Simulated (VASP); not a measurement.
# CsSnI3 (Pm-3m) in VASP: further runs

Runs on CsSnI3. Level: PBE. Tasks: relaxation of cell and atoms.

All numbers are computed with VASP 6.6.1; they aren't measurements. Logs are shortened: lines on timing, memory, paths and dates and some standing lists are left out, and cuts for length are marked.

## (1) The structure

It takes space group Pm-3m (No. 221, cubic). The conventional cell has a = 6.206 Å, b = 6.206 Å, c = 6.206 Å, α = 90.00°, β = 90.00°, γ = 90.00°. Cs (site symmetry m-3m) is surrounded by 12 I at 4.39 Å. I (site symmetry 4/mmm) is surrounded by 2 Sn at 3.10 Å. Sn (site symmetry m-3m) is surrounded by 6 I at 3.10 Å.

## (2) Relaxation of cell and atoms, PBE

INCAR reads:

```
PREC = Accurate
ENCUT = 600
EDIFF = 1E-7
ISMEAR = -1
SIGMA = 0.05
LREAL = F
LASPH = T
NELM = 100
ALGO = Normal
ISIF = 3
LWAVE = F
LCHARG = F
GGA = PE
IBRION = 2
NSW = 40
EDIFFG = -0.01
```

KPOINTS reads:

```
regular mesh
0
Gamma
  4 4 4
```

POSCAR reads:

```
CsSnI3
1.0
    6.2057000000      0.0000000000      0.0000000000
    0.0000000000      6.2057000000      0.0000000000
    0.0000000000      0.0000000000      6.2057000000
Cs I Sn
1 3 1
Direct
    0.0000000000      0.0000000000      0.0000000000
    0.5000000000      0.5000000000      0.0000000000
    0.5000000000      0.0000000000      0.5000000000
    0.0000000000      0.5000000000      0.5000000000
    0.5000000000      0.5000000000      0.5000000000
```

Potentials or basis: VASP PAW PBE potentials, release 54 (Cs_sv, I, Sn_d).

Run with:

```console
cat potpaw_PBE.54/Cs_sv/POTCAR potpaw_PBE.54/I/POTCAR potpaw_PBE.54/Sn_d/POTCAR > POTCAR
mpirun -np 1 vasp_std > vasp.out
```

OUTCAR:

```text
PREC = Accurate
   ENCUT = 600
   EDIFF = 1E-7
   ISMEAR = -1
   LREAL = F
   LASPH = T
   NELM = 100
   ISIF = 3
   GGA = PE
   IBRION = 2
   NSW = 40
   EDIFFG = -0.01

 ion  position               nearest neighbor table
   1  0.000  0.000  0.000-
   2  0.500  0.500  0.000-   5 3.10   5 3.10
   3  0.500  0.000  0.500-   5 3.10   5 3.10
   4  0.000  0.500  0.500-   5 3.10   5 3.10
   5  0.500  0.500  0.500-   2 3.10   3 3.10   4 3.10   2 3.10   3 3.10   4 3.10

  LATTYP: Found a simple cubic cell.
 ALAT       =     6.2057000000

  Lattice vectors:

 A1 = (   6.2057000000,   0.0000000000,   0.0000000000)
 A2 = (   0.0000000000,   6.2057000000,   0.0000000000)
 A3 = (   0.0000000000,   0.0000000000,   6.2057000000)

Analysis of symmetry for initial positions (statically):
=====================================================================
 Subroutine PRICEL returns:
 Original cell was already a primitive cell.

 Routine SETGRP: Setting up the symmetry group for a
 simple cubic supercell.

 Subroutine GETGRP returns: Found 48 space group operations
 (whereof 48 operations were pure point group operations)
 out of a pool of 48 trial point group operations.

The static configuration has the point symmetry O_h .

Analysis of symmetry for dynamics (positions and initial velocities):
=====================================================================
 Subroutine PRICEL returns:
 Original cell was already a primitive cell.

 Routine SETGRP: Setting up the symmetry group for a
 simple cubic supercell.

 Subroutine GETGRP returns: Found 48 space group operations
 (whereof 48 operations were pure point group operations)
 out of a pool of 48 trial point group operations.

The dynamic configuration has the point symmetry O_h .

 Subroutine INISYM returns: Found 48 space group operations
 (whereof 48 operations are pure point group operations),
 and found     1 'primitive' translations

----------------------------------------------------------------------------------------

                                     Primitive cell

  volume of cell :     238.9859

  direct lattice vectors                    reciprocal lattice vectors
     6.205700000  0.000000000  0.000000000     0.161142176  0.000000000  0.000000000
     0.000000000  6.205700000  0.000000000     0.000000000  0.161142176  0.000000000
[... 64 lines left out ...]
   NGX,Y,Z   is equivalent  to a cutoff of  13.39, 13.39, 13.39 a.u.
   NGXF,Y,Z  is equivalent  to a cutoff of  26.79, 26.79, 26.79 a.u.
 SYSTEM =  unknown system
   PREC   = accura    normal or accurate (medium, high low for compatibility)
   ISTART =      0    job   : 0-new  1-cont  2-samecut
   ICHARG =      2    charge: 1-file 2-atom 10-const
   ISPIN  =      1    spin polarized calculation?
   LNONCOLLINEAR =      F non collinear calculations
   LSORBIT =      F    spin-orbit coupling
   LASPH  =      T    aspherical Exc in radial PAW
   ENCUT  =  600.0 eV  44.10 Ry    6.64 a.u.  12.39 12.39 12.39*2*pi/ulx,y,z
   NELM   =    100;   NELMIN=  2; NELMDL= -5     # of ELM steps
   EDIFF  = 0.1E-06   stopping-criterion for ELM
   LREAL  =      F    real-space projection
   EDIFFG = -.1E-01   stopping-criterion for IOM
   NSW    =     40    number of steps for IOM
   IBRION =      2    ionic relax: 0-MD 1-quasi-New 2-CG
   NFREE  =      1    steps in history (QN), initial steepest desc. (CG)
   ISIF   =      3    stress and relaxation
   ISYM   =      2    0-nonsym 1-usesym 2-fastsym
   POTIM  = 0.5000    time-step for ionic-motion
   TEBEG  =    0.0;   TEEND  =   0.0 temperature during run
   PSTRESS=    0.0 pullay stress
   NELECT =      44.0000    total number of electrons
   NUPDOWN=      -1.0000    fix difference up-down
   EMIN   =  10.00;   EMAX   =-10.00  energy-range for DOS
   EFERMI =   0.00;   METHOD = LEGACY
   ISMEAR =    -1;   SIGMA  =   0.05  broadening in eV -4-tet -1-fermi 0-gaus
   EFERMI_NEDOS =   21; number of points for ismear=-14 and -15
   IALGO  =     38    algorithm
   IMIX   =      4    mixing-type and parameters
     AMIX     =   0.40;   BMIX     =  1.00
     AMIX_MAG =   1.60;   BMIX_MAG =  1.00
  volume/ion in A,a.u.               =      47.80       322.55
  Fermi-wavevector in a.u.,A,eV,Ry     =   0.931326  1.759950 11.801253  0.867368
  Thomas-Fermi vector in A             =   2.057807
   LORBIT       =      0    0 simple, 1 ext, 2 COOP (PROOUT), +10 PAW based schemes
   GGA     = PE    functional components
   LHFCALC =     F    Hartree Fock is set to
   AEXX    =    0.0000 exact exchange contribution
   IVDW    =     0    specifies the selected vdW correction
   LEPSILON=     F    determine dielectric tensor
   LRPA    =     F    only Hartree local field effects (RPA)
 conjugate gradient relaxation of ions
 non-spin polarized calculation
  energy-cutoff  :      600.00
  volume of cell :      238.99
 maximum number of plane-waves:      8025
 NGX is ok and might be reduce to    50
   NGX = 25   NGY = 25   NGZ = 25

--------------------------------------- Ionic step        1  -------------------------------------------

 number of electron      43.9999989 magnetization

 Free energy of the ion-electron system (eV)
  ---------------------------------------------------
  ext. energy  EPLUGINS =         0.00000000
  ---------------------------------------------------
  free energy    TOTEN  =       -13.94877029 eV

  energy without entropy =      -13.94771979  energy(sigma->0) =      -13.94824504

------------------------ aborting loop because EDIFF is reached ----------------------------------------

  FORCE on cell =-STRESS in cart. coord.  units (eV):
  Direction    XX          YY          ZZ          XY          YZ          ZX
  --------------------------------------------------------------------------------------
  -------------------------------------------------------------------------------------
  Total        1.2049033      1.2049033      1.2049033     -0.0000000     -0.0000000      0.0000000
  in kB        8.0777507      8.0777507      8.0777507     -0.0000000     -0.0000000      0.0000000
  external PRESSURE =       8.0777507 kB  Pullay stress =       0.0000000 kB
[... 65 lines left out ...]
--------------------------------------- Ionic step        3  -------------------------------------------

 number of electron      44.0000018 magnetization

 Free energy of the ion-electron system (eV)
  ---------------------------------------------------
  ext. energy  EPLUGINS =         0.00000000
  ---------------------------------------------------
  free energy    TOTEN  =       -13.97661709 eV

  energy without entropy =      -13.97639992  energy(sigma->0) =      -13.97650850

 E-fermi :   2.5793     XC(G=0):  -7.2940

 val. band max:        2.3557021214   @ k =   0.5000   0.5000   0.5000
 cond. band min:       2.8602472087   @ k =   0.5000   0.5000   0.5000
 fundamental gap:      0.5045450873
 Fermi energy:         2.5792560155

 k-point     1 :       0.0000    0.0000    0.0000
  band No.  band energies     occupation
      1     -19.7737      2.00000
      2     -19.6416      2.00000
      3     -19.6416      2.00000
      4     -19.6275      2.00000
      5     -19.6275      2.00000
      6     -19.6275      2.00000
[... 311 lines left out ...]
  FREE ENERGIE OF THE ION-ELECTRON SYSTEM (eV)
  ---------------------------------------------------
  free  energy   TOTEN  =       -13.9766170888 eV

  energy  without entropy=      -13.9763999160  energy(sigma->0) =      -13.97650850

 reached required accuracy - stopping structural energy minimisation
```

Wall time 98 s (1 thread of Intel Xeon 6975P-C (Granite Rapids), shared host); peak memory 0.41 GiB.

Results:

* Free energy: -13.9766 eV
* Relaxed volume: 50.12 Å³/atom
* Relaxed cell: a = 6.305 Å, b = 6.305 Å, c = 6.305 Å, α = 90.00°, β = 90.00°, γ = 90.00°
* Space group after relaxing (to 0.05 Å): Pm-3m (No. 221)
* Energy gained by relaxing: 5.6 meV/atom
* Ionic steps: 3
* Pressure after relaxing: 0.0 GPa
* Band gap on the k mesh: 0.50 eV, direct

The path:
| step | energy change (eV) | largest force (eV/Å) | pressure (GPa) | volume (Å³) |
| --- | --- | --- | --- | --- |
| 1 | 0.0000 | 0.0000 | 0.81 | 238.99 |
| 2 | -0.0260 | 0.0000 | 0.20 | 247.42 |
| 3 | -0.0278 | 0.0000 | -0.01 | 250.62 |

Final structure:
```yaml
crystal:
  lattice:
    - [6.30479, 0.00000, 0.00000]
    - [0.00000, 6.30479, 0.00000]
    - [0.00000, 0.00000, 6.30479]
  atoms:
    - { symbol: Cs, position: [0.00000, 0.00000, 0.00000] }
    - { symbol: I, position: [0.50000, 0.50000, 0.00000] }
    - { symbol: I, position: [0.50000, 0.00000, 0.50000] }
    - { symbol: I, position: [0.00000, 0.50000, 0.50000] }
    - { symbol: Sn, position: [0.50000, 0.50000, 0.50000] }
```

Levels at points of the mesh, in eV from the valence-band top:
```tsv
k point	band 19	band 20	band 21	band 22	band 23	band 24	band 25	band 26
(0.00, 0.00, 0.00)	-2.04	-1.91	-1.91	-1.91	2.39	3.40	3.40	3.74
(0.50, 0.00, 0.00)	-2.18	-2.01	-2.01	-1.42	1.23	3.86	4.12	4.29
(0.50, 0.50, 0.00)	-2.32	-2.26	-1.51	-0.70	0.92	0.92	3.98	4.39
(0.50, 0.50, 0.50)	-1.49	-1.49	-1.49	0.00	0.50	0.50	0.50	3.24
```

Caveat: spin-orbit coupling is left out, which moves the levels of the heavy elements. Zero-point motion and thermal expansion aren't in these numbers.

## (3) Relaxation of cell and atoms, PBE

INCAR is that of step 2.

KPOINTS is that of step 2.

POSCAR is that of step 2.

Potentials or basis: VASP PAW PBE potentials, release 54 (Cs_sv, I, Sn).

Run with:

```console
cat potpaw_PBE.54/Cs_sv/POTCAR potpaw_PBE.54/I/POTCAR potpaw_PBE.54/Sn/POTCAR > POTCAR
mpirun -np 1 vasp_std > vasp.out
```

OUTCAR:

```text
PREC = Accurate
   ENCUT = 600
   EDIFF = 1E-7
   ISMEAR = -1
   LREAL = F
   LASPH = T
   NELM = 100
   ISIF = 3
   GGA = PE
   IBRION = 2
   NSW = 40
   EDIFFG = -0.01

 ion  position               nearest neighbor table
   1  0.000  0.000  0.000-
   2  0.500  0.500  0.000-   5 3.10   5 3.10
   3  0.500  0.000  0.500-   5 3.10   5 3.10
   4  0.000  0.500  0.500-   5 3.10   5 3.10
   5  0.500  0.500  0.500-   2 3.10   3 3.10   4 3.10   2 3.10   3 3.10   4 3.10

  LATTYP: Found a simple cubic cell.
 ALAT       =     6.2057000000

  Lattice vectors:

 A1 = (   6.2057000000,   0.0000000000,   0.0000000000)
 A2 = (   0.0000000000,   6.2057000000,   0.0000000000)
 A3 = (   0.0000000000,   0.0000000000,   6.2057000000)

Analysis of symmetry for initial positions (statically):
=====================================================================
 Subroutine PRICEL returns:
 Original cell was already a primitive cell.

 Routine SETGRP: Setting up the symmetry group for a
 simple cubic supercell.

 Subroutine GETGRP returns: Found 48 space group operations
 (whereof 48 operations were pure point group operations)
[... 145 lines left out ...]

--------------------------------------- Ionic step        1  -------------------------------------------

 number of electron      33.9999995 magnetization

 Free energy of the ion-electron system (eV)
  ---------------------------------------------------
  ext. energy  EPLUGINS =         0.00000000
  ---------------------------------------------------
  free energy    TOTEN  =       -13.95438739 eV

  energy without entropy =      -13.95336514  energy(sigma->0) =      -13.95387626

------------------------ aborting loop because EDIFF is reached ----------------------------------------

  FORCE on cell =-STRESS in cart. coord.  units (eV):
  Direction    XX          YY          ZZ          XY          YZ          ZX
  --------------------------------------------------------------------------------------
  -------------------------------------------------------------------------------------
  Total        1.1424588      1.1424588      1.1424588      0.0000000      0.0000000     -0.0000000
  in kB        7.6591186      7.6591186      7.6591186      0.0000000      0.0000000     -0.0000000
  external PRESSURE =       7.6591186 kB  Pullay stress =       0.0000000 kB
[... 65 lines left out ...]
--------------------------------------- Ionic step        3  -------------------------------------------

 number of electron      34.0000005 magnetization

 Free energy of the ion-electron system (eV)
  ---------------------------------------------------
  ext. energy  EPLUGINS =         0.00000000
  ---------------------------------------------------
  free energy    TOTEN  =       -13.97904901 eV

  energy without entropy =      -13.97881951  energy(sigma->0) =      -13.97893426

 E-fermi :   2.3025     XC(G=0):  -7.2875

 val. band max:        2.0822937328   @ k =   0.5000   0.5000   0.5000
 cond. band min:       2.5800976385   @ k =   0.5000   0.5000   0.5000
 fundamental gap:      0.4978039057
 Fermi energy:         2.3024848031

 k-point     1 :       0.0000    0.0000    0.0000
  band No.  band energies     occupation
      1     -20.0495      2.00000
      2     -10.8149      2.00000
      3     -10.1902      2.00000
      4     -10.1902      2.00000
      5      -6.8295      2.00000
      6      -6.8295      2.00000
[... 261 lines left out ...]
  FREE ENERGIE OF THE ION-ELECTRON SYSTEM (eV)
  ---------------------------------------------------
  free  energy   TOTEN  =       -13.9790490137 eV

  energy  without entropy=      -13.9788195085  energy(sigma->0) =      -13.97893426

 reached required accuracy - stopping structural energy minimisation
```

CONTCAR:

```text
CsSnI3
   1.00000000000000
     6.2992306786379517    0.0000000000000000   -0.0000000000000000
     0.0000000000000000    6.2992306786379517   -0.0000000000000000
     0.0000000000000000    0.0000000000000000    6.2992306786379517
  Cs              I               Sn
     1     3     1
Direct
     0.0000000000000000    0.0000000000000000    0.0000000000000000
     0.5000000000000000    0.5000000000000000    0.0000000000000000
     0.5000000000000000    0.0000000000000000    0.5000000000000000
     0.0000000000000000    0.5000000000000000    0.5000000000000000
     0.5000000000000000    0.5000000000000000    0.5000000000000000

  0.00000000E+00  0.00000000E+00  0.00000000E+00
  0.00000000E+00  0.00000000E+00  0.00000000E+00
  0.00000000E+00  0.00000000E+00  0.00000000E+00
  0.00000000E+00  0.00000000E+00  0.00000000E+00
  0.00000000E+00  0.00000000E+00  0.00000000E+00
```

It took 83 s on 1 thread of Intel Xeon 6975P-C (Granite Rapids), shared host; peak memory 0.4 GiB.

Results:

```yaml
Free_energy: -13.9790 eV
Relaxed_volume: 49.99 Å³/atom
Relaxed_cell: a = 6.299 Å, b = 6.299 Å, c = 6.299 Å, α = 90.00°, β = 90.00°, γ = 90.00°
Space_group_after_relaxing_to_0.05_Å: Pm-3m (No. 221)
Energy_gained_by_relaxing: 4.9 meV/atom
Ionic_steps: 3
Pressure_after_relaxing: 0.0 GPa
Band_gap_on_the_k_mesh: 0.50 eV, direct
```

Step by step:
```
step  energy change (eV)  largest force (eV/Å)  pressure (GPa)  volume (Å³)
   1              0.0000                0.0000            0.77       238.99
   2             -0.0231                0.0000            0.18       246.98
   3             -0.0247                0.0000           -0.01       249.96
```

Final structure:
```yaml
crystal:
  lattice:
    - [6.29923, 0.00000, 0.00000]
    - [0.00000, 6.29923, 0.00000]
    - [0.00000, 0.00000, 6.29923]
  atoms:
    - { symbol: Cs, position: [0.00000, 0.00000, 0.00000] }
    - { symbol: I, position: [0.50000, 0.50000, 0.00000] }
    - { symbol: I, position: [0.50000, 0.00000, 0.50000] }
    - { symbol: I, position: [0.00000, 0.50000, 0.50000] }
    - { symbol: Sn, position: [0.50000, 0.50000, 0.50000] }
```

Caveat: spin-orbit coupling is left out, which moves the levels of the heavy elements. Zero-point motion and thermal expansion aren't in these numbers.
